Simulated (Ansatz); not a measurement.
# SiC (Moissanite 6H) (P6_3mc) in Ansatz: notebook

Aim: see how the results for SiC (Moissanite 6H) move with the level of theory and the settings. Levels: LDA, PBEsol. Tasks: band structure.

Program: Ansatz 0.2.0. These are calculated values, not measurements. Logs are shortened: lines on timing, memory, paths and dates and some standing lists are left out, and cuts for length are marked.

### 1 The structure

It takes space group P6_3mc (No. 186, hexagonal). Conventional cell: a = 3.095 Å, b = 3.095 Å, c = 15.170 Å, α = 90.00°, β = 90.00°, γ = 120.00°. Si (site symmetry 3m) has 4 C at 1.90 Å as nearest neighbours. Si (site symmetry 3m) has 4 C at 1.90 Å as nearest neighbours. Si (site symmetry 3m) has 4 C at 1.90 Å as nearest neighbours. C (site symmetry 3m) is surrounded by 4 Si at 1.90 Å. Around C (site symmetry 3m) lie 4 Si at 1.90 Å. Around C (site symmetry 3m) lie 4 Si at 1.90 Å.

### 2 Band structure, LDA

File input.yaml:

```yaml
crystal:
  lattice:
    - [3.095, 0.0, 0.0]
    - [-1.5475, 2.6803486247, 0.0]
    - [0.0, 0.0, 15.17]
  atoms:
    - { symbol: Si, position: [0.6666666667, 0.3333333333, 0.4583] }
    - { symbol: Si, position: [0.3333333333, 0.6666666667, 0.9583] }
    - { symbol: Si, position: [0.6666666667, 0.3333333333, 0.7917] }
    - { symbol: Si, position: [0.3333333333, 0.6666666667, 0.2917] }
    - { symbol: Si, position: [0.0, 0.0, 0.625] }
    - { symbol: Si, position: [0.0, 0.0, 0.125] }
    - { symbol: C, position: [0.6666666667, 0.3333333333, 0.3333] }
    - { symbol: C, position: [0.3333333333, 0.6666666667, 0.8333] }
    - { symbol: C, position: [0.6666666667, 0.3333333333, 0.6667] }
    - { symbol: C, position: [0.3333333333, 0.6666666667, 0.1667] }
    - { symbol: C, position: [0.0, 0.0, 0.5] }
    - { symbol: C, position: [0.0, 0.0, 0.0] }
hamiltonian:
  xc: lda
  pseudopotentials: { kind: paw }
kpoints:
  mp_grid: { grid: [10, 10, 2] }
  band_path:
    path:
      - [[0.0, 0.0, 0.0], [0.5, 0.0, 0.0], [0.3333333333, 0.3333333333, 0.0], [0.0, 0.0, 0.0], [0.0, 0.0, 0.5], [0.5, 0.0, 0.5], [0.3333333333, 0.3333333333, 0.5], [0.0, 0.0, 0.5]]
      - [[0.5, 0.0, 0.5], [0.5, 0.0, 0.0]]
      - [[0.3333333333, 0.3333333333, 0.0], [0.3333333333, 0.3333333333, 0.5]]
    npoints: 10
scf:
  occupations: { method: fermi_dirac, width: 0.05 }
  n_extra_bands: 30
output:
  forces: true
  stress: true
  eigenvalues: true
  fatbands: true
```

Potentials or basis: Ansatz PAW.

Launch:

```
$ ansatz run input.yaml --threads 4 --pin off --max-ram 11264MiB --backend cpu --events-out ev --progress --plain --runs-dir out
```

The log of the run:

```text
Warning: RAYON_NUM_THREADS=4 ignored (pool sized by the plan → 4); use --threads N
scf.n_extra_bands = 30 over 24 filled bands (N_el = 48.0): the run solves 54 bands
Engine: ansatz 0.2.0, aarch64-unknown-linux-gnu
Pseudopotentials: kind: paw
Pseudopotential: Si, paw, valence charge 4, recommended cutoff 420 eV (normal), Si.paw.azcp
Pseudopotential: C, paw, valence charge 4, recommended cutoff 420 eV (normal), C.paw.azcp
Functional definition: SPW92
  exchange = slater_x
  correlation = pw_c
Crystal: 12 atoms, lattice volume = 125.845 Å³
Basis set: ecut = 420 eV, 2451 PW (Γ)
Bands: 54, of which v1, the nominal top of the filled ones, is band 24 counted from 1 (23 counted from 0)
Symmetry: 12 space group operations
Space group: P63mc (ITA 186), of the structure as read, at distance tolerance 5.0e-5 Å
k-points: 28 of 200
Non-local potential: Si, projectors of the file, l = 0: 2, l = 1: 2, l = 2: 2
Non-local potential: C, projectors of the file, l = 0: 2, l = 1: 2, l = 2: 1
PAW form: soft (Blöchl's): semilocal exchange-correlation on the pseudo side does not see the compensation charge
PAW frozen core: Si, regenerated for the run's functional, and the local potential with it (the file was generated under x = pbe(κ = 0.804, μ = 0.2195149727645171), c = pbe(β = 0.06672455060314922))
PAW frozen core: C, regenerated for the run's functional, and the local potential with it (the file was generated under x = pbe(κ = 0.804, μ = 0.2195149727645171), c = pbe(β = 0.06672455060314922))
PAW one-centre angular grid: Si, 110 points (default); XC on 64 Gauss nodes
PAW one-centre angular grid: C, 110 points (default); XC on 64 Gauss nodes
Initial density: superposition of atomic densities (neutral atoms: chi_scale 0, normalization atom), corrected by the library's trained network
Initial wavefunctions: pseudopotential atomic-orbital guess
Functional: x = slater, c = lda
SCF iter   1: F=—  HF=-5113.143602 eV  |F-HF|=—  |Δ(HF+E_count)|=         —  Δρ=7.94e-3  dr2=8.60e-2  ethr=1.77e-3  ⟨swp⟩=5.2  Hψ=6843  notcnv=0  defer=353
preconditioner: auto → none  [insulator: Δε(μ)=1.900 eV  Ē_g=14.781 eV  σ=0.050 eV  W_gap=1.00  n_scr=10 (ndim 8)  ℏωp=22.9 eV  f_vac=0.000  D(μ)=0.00/eV (n_scr^D=0)  ε∞_Penn≈3.4]
SCF iter   2: F=—  HF=-5113.121932 eV  |F-HF|=—  |Δ(HF+E_count)|=   2.17e-2  Δρ=3.01e-3  dr2=9.84e-3  ethr=1.79e-4  ⟨swp⟩=1.0  Hψ=1777  notcnv=0  defer=525
SCF iter   3: F=—  HF=-5113.118894 eV  |F-HF|=—  |Δ(HF+E_count)|=   3.04e-3  Δρ=4.25e-4  dr2=1.48e-4  ethr=2.05e-5  ⟨swp⟩=2.4  Hψ=1470  notcnv=0  defer=525
SCF iter   4: F=—  HF=-5113.118863 eV  |F-HF|=—  |Δ(HF+E_count)|=   3.11e-5  Δρ=4.47e-5  dr2=4.46e-6  ethr=3.07e-7  ⟨swp⟩=2.2  Hψ=1447  notcnv=0  defer=525
SCF iter   5: F=—  HF=-5113.118866 eV  |F-HF|=—  |Δ(HF+E_count)|=   2.77e-6  Δρ=1.65e-5  dr2=3.44e-7  ethr=9.28e-9  ⟨swp⟩=2.0  Hψ=1361  notcnv=0  defer=525
SCF iter   6: F=-5113.118865 eV  HF=-5113.118865 eV  |F-HF|=7.48e-9  |Δ(HF+E_count)|=   6.83e-8  Δρ=2.93e-6  dr2=1.09e-8  ethr=2.08e-10  ⟨swp⟩=12.2  Hψ=9300  notcnv=0
SCF 1 converged in 6 iterations: F = -5113.118865 eV  dr2 = 1.09e-8
NSCF: frozen V_eff on 93 k-points
SCF converged after 6 iterations
Free energy (F): -5113.118865 eV
Harris-Foulkes:  -5113.118865 eV  (|F-HF|=7.48e-9)
Internal energy: -5113.118865 eV  (E = F + TS)
E sigma→0 (E₀):  -5113.118865 eV
Fermi energy:    10.106208 eV
--- Per-component energies (eV) ---
  E_band       = 155.765599
  E_kinetic    = 809.816790
  E_local      = -643.993798  (includes V_loc(G=0)·N_el)
  E_nonlocal   = 322.332427
  E_hartree    = 192.210103
  E_xc         = -626.784156
  E_vxc        = -654.369602  (∫ρ·V_xc dr)
  E_paw        = -3467.405989  (= ΣΔE_a)
  E_vpaw       = -62.442552  (= ΣTr[D̂ρ^β])
  E_aug_tail   = 0.000077  (compensation charges beyond the density's cutoff)
  E_ewald      = -1700.177298
  E_core_change = 0.882979  (= ΣΔE_core)
  E_smearing   = -0.000000  (= −TS)
  E_closure    = 0.000000  (closes the sum)
  Σ components = -5113.118865   (vs F -5113.118865, Δ=0.00e0)
--- Forces (eV/Å), atoms counted from 1 ---
  atom   1  Si     0.00000000    -0.00000000     0.05094815
  atom   2  Si     0.00000000     0.00000000     0.05094815
  atom   3  Si     0.00000000     0.00000000     0.02249609
  atom   4  Si     0.00000000    -0.00000000     0.02249609
  atom   5  Si     0.00000000     0.00000000     0.04878563
  atom   6  Si     0.00000000    -0.00000000     0.04878563
  atom   7  C      0.00000000     0.00000000    -0.01149973
  atom   8  C      0.00000000    -0.00000000    -0.01149973
  atom   9  C      0.00000000    -0.00000000     0.03298984
  atom  10  C      0.00000000     0.00000000     0.03298984
  atom  11  C      0.00000000     0.00000000    -0.14376422
  atom  12  C     -0.00000000    -0.00000000    -0.14376422
  max |Σ_I F_I| component: 8.85e-5 eV/Å
--- Stress (GPa, compression-positive) ---
       -7.537722      -0.000000       0.000000
       -0.000000      -7.537722      -0.000000
        0.000000      -0.000000      -6.750680
  P = ⅓ Tr σ = -7.2754 GPa (-72.754 kbar)
--- Band table (eV; the first three rows and the last of 28) ---
  k-point 0: bands = ["-6.1453", "-5.6300", "-5.5874", "-4.1012", "-4.0705", "-2.5675", "0.5859", "2.9411", "2.9726", "6.7264", "6.7413", "7.9724", "7.9724", "8.1583", "8.1583", "8.2686", "8.2686", "8.7335", "8.7335", "8.8229", "8.8229", "9.0773", "9.1230", "9.1230", "14.1131", "14.2846", "14.6896", "15.2067", "15.2940", "15.6006", "15.8531", "15.8531", "16.0830", "16.0830", "16.2957", "16.3857", "16.3857", "16.5514", "16.5514", "16.8810", "16.8810", "17.0223", "17.2162", "17.2838", "17.2838", "18.5436", "19.2009", "19.3710", "21.3340", "21.3340", "21.8131", "21.8131", "22.9100", "23.1704"]
  k-point 1: bands = ["-6.0104", "-6.0104", "-4.9547", "-4.9547", "-3.1221", "-3.1221", "1.3573", "1.3573", "4.8288", "4.8288", "8.0313", "8.0313", "8.0313", "8.0313", "8.3602", "8.3602", "8.4814", "8.4814", "8.4814", "8.4814", "9.0268", "9.0268", "9.0268", "9.0268", "14.1799", "14.1799", "14.9226", "14.9226", "15.6256", "15.6256", "15.9476", "15.9476", "15.9476", "15.9476", "16.3074", "16.3074", "16.4750", "16.4750", "16.4750", "16.4750", "17.0886", "17.0886", "17.0886", "17.0886", "18.0928", "18.0928", "19.2989", "19.2989", "21.6997", "21.6997", "21.6997", "21.6997", "22.8148", "22.8148"]
  k-point 2: bands = ["-5.9731", "-5.4603", "-5.4171", "-3.9397", "-3.9085", "-2.4219", "0.7422", "3.0515", "3.0825", "6.6318", "6.6636", "7.0399", "7.3481", "7.4449", "7.6476", "7.9026", "7.9816", "8.1195", "8.2066", "8.5140", "8.5964", "8.6641", "8.9665", "9.0497", "14.4047", "14.6330", "14.8090", "15.3070", "15.4471", "15.5565", "15.7923", "15.9137", "16.1312", "16.2023", "16.3333", "16.3680", "16.5451", "16.5983", "16.8487", "16.9828", "17.0800", "17.1701", "17.3051", "17.7450", "17.8532", "18.7446", "19.0095", "19.7992", "20.2477", "20.5504", "21.2606", "21.9508", "21.9838", "22.4926"]
  k-point 27: bands = ["-2.0413", "-2.0413", "-1.5441", "-1.5441", "-1.2070", "-1.2070", "1.6351", "1.6351", "1.9478", "1.9478", "2.3434", "2.3434", "3.4478", "3.4478", "4.0938", "4.0938", "4.5702", "4.5702", "5.7914", "5.7914", "6.7098", "6.7098", "6.9441", "6.9441", "12.7226", "12.7226", "13.3194", "13.3194", "14.7128", "14.7128", "16.1652", "16.1652", "17.3583", "17.3583", "17.9379", "17.9379", "18.7963", "18.7963", "19.0266", "19.0266", "19.3132", "19.3132", "19.6882", "19.6882", "20.0683", "20.0683", "20.6452", "20.6452", "21.7479", "21.7479", "21.9988", "21.9988", "22.5712", "22.5712"]
```

Wall time 25 s (4 threads of Arm Neoverse V1, shared host); peak memory 0.62 GiB.

Results:

```yaml
Free_energy: -5113.1189 eV
Pressure: -7.3 GPa
Largest_force: 0.144 eV/Å
Band_gap_on_the_k_mesh: 1.98 eV, indirect (least direct gap 3.07 eV)
Band_gap_along_the_path: 1.97 eV, indirect (least direct gap 3.07 eV)
```

Forces in eV/Å, atoms in the order of the input:
```
Si   0.000  0.000  0.051
Si   0.000  0.000  0.051
Si   0.000  0.000  0.022
Si   0.000  0.000  0.022
Si   0.000  0.000  0.049
Si   0.000  0.000  0.049
C    0.000  0.000 -0.011
C    0.000  0.000 -0.011
C    0.000  0.000  0.033
C    0.000  0.000  0.033
C    0.000  0.000 -0.144
C    0.000  0.000 -0.144
```

Levels at the corners of the path, in eV from the valence-band top:
```tsv
point	band 22	band 23	band 24	band 25	band 26	band 27
Γ	-0.05	0.00	0.00	4.99	5.16	5.57
M	-1.77	-1.67	-1.10	1.98	2.15	3.11
K	-2.21	-2.06	-2.06	3.39	3.39	3.68
Γ	-0.05	0.00	0.00	4.99	5.16	5.57
A	-0.10	-0.10	-0.10	5.06	5.06	5.80
L	-1.72	-1.30	-1.30	2.01	2.01	3.33
H	-2.63	-2.25	-2.25	3.57	3.57	4.25
A	-0.10	-0.10	-0.10	5.06	5.06	5.80
L	-1.72	-1.30	-1.30	2.01	2.01	3.33
M	-1.77	-1.67	-1.10	1.98	2.15	3.11
K	-2.21	-2.06	-2.06	3.39	3.39	3.68
H	-2.63	-2.25	-2.25	3.57	3.57	4.25
```

Caveat: the pressure holds a Pulay correction of +0.4 GPa for the finite cutoff; the PAW data sets come from PBE, with cores solved anew for the run's functional, which leaves a small shift of forces and pressure. Expect the measured gap to be larger: semilocal functionals such as LDA lack the derivative discontinuity.

### 3 Band structure, PBEsol

Edit input.yaml of step 2 so:

```diff
@@ -19,3 +19,3 @@
 hamiltonian:
-  xc: lda
+  xc: pbesol
   pseudopotentials: { kind: paw }
@@ -36,2 +36,2 @@
   eigenvalues: true
-  fatbands: true
+  fatbands: false
```

Potentials or basis: Ansatz PAW.

Launch:

```
$ ansatz run input.yaml --threads 4 --pin off --max-ram 11264MiB --backend cpu --events-out ev --progress --plain --runs-dir out
```

Run time: 17 s. Hardware: 4 threads of Arm Neoverse V1, shared host; peak memory 0.64 GiB.

It converged, with:

```
Free energy             : -5212.2320 eV
Pressure                : -3.2 GPa
Largest force           : 0.143 eV/Å
Band gap on the k mesh  : 1.92 eV, indirect (least direct gap 3.02 eV)
Band gap along the path : 1.91 eV, indirect (least direct gap 3.02 eV)
```

Forces in eV/Å, atoms in the order of the input:
```
Si   0.000  0.000  0.055
Si   0.000  0.000  0.055
Si   0.000  0.000  0.025
Si   0.000  0.000  0.025
Si   0.000  0.000  0.044
Si   0.000  0.000  0.044
C    0.000  0.000 -0.013
C    0.000  0.000 -0.013
C    0.000  0.000  0.032
C    0.000  0.000  0.032
C    0.000  0.000 -0.143
C    0.000  0.000 -0.143
```

Stress tensor (GPa, compression positive):
```
-3.41  0.00  0.00
 0.00 -3.41  0.00
 0.00  0.00 -2.64
```

Levels at the corners of the path, in eV from the valence-band top:
| point | band 20 | band 21 | band 22 | band 23 | band 24 | band 25 | band 26 | band 27 | band 28 | band 29 |
| --- | --- | --- | --- | --- | --- | --- | --- | --- | --- | --- |
| Γ | -0.30 | -0.30 | -0.05 | 0.00 | 0.00 | 4.97 | 5.14 | 5.55 | 6.06 | 6.08 |
| M | -2.27 | -1.82 | -1.78 | -1.68 | -1.10 | 1.92 | 2.10 | 3.07 | 3.76 | 4.45 |
| K | -3.37 | -3.17 | -2.22 | -2.07 | -2.07 | 3.35 | 3.35 | 3.65 | 4.96 | 6.08 |
| Γ | -0.30 | -0.30 | -0.05 | 0.00 | 0.00 | 4.97 | 5.14 | 5.55 | 6.06 | 6.08 |
| A | -0.64 | -0.10 | -0.10 | -0.10 | -0.10 | 5.04 | 5.04 | 5.78 | 5.78 | 6.43 |
| L | -2.36 | -1.72 | -1.72 | -1.31 | -1.31 | 1.95 | 1.95 | 3.30 | 3.30 | 4.65 |
| H | -3.05 | -2.65 | -2.65 | -2.26 | -2.26 | 3.54 | 3.54 | 4.22 | 4.22 | 5.34 |
| A | -0.64 | -0.10 | -0.10 | -0.10 | -0.10 | 5.04 | 5.04 | 5.78 | 5.78 | 6.43 |
| L | -2.36 | -1.72 | -1.72 | -1.31 | -1.31 | 1.95 | 1.95 | 3.30 | 3.30 | 4.65 |
| M | -2.27 | -1.82 | -1.78 | -1.68 | -1.10 | 1.92 | 2.10 | 3.07 | 3.76 | 4.45 |
| K | -3.37 | -3.17 | -2.22 | -2.07 | -2.07 | 3.35 | 3.35 | 3.65 | 4.96 | 6.08 |
| H | -3.05 | -2.65 | -2.65 | -2.26 | -2.26 | 3.54 | 3.54 | 4.22 | 4.22 | 5.34 |

Caveat: the PAW data sets come from PBE, with cores solved anew for the run's functional, which leaves a small shift of forces and pressure.
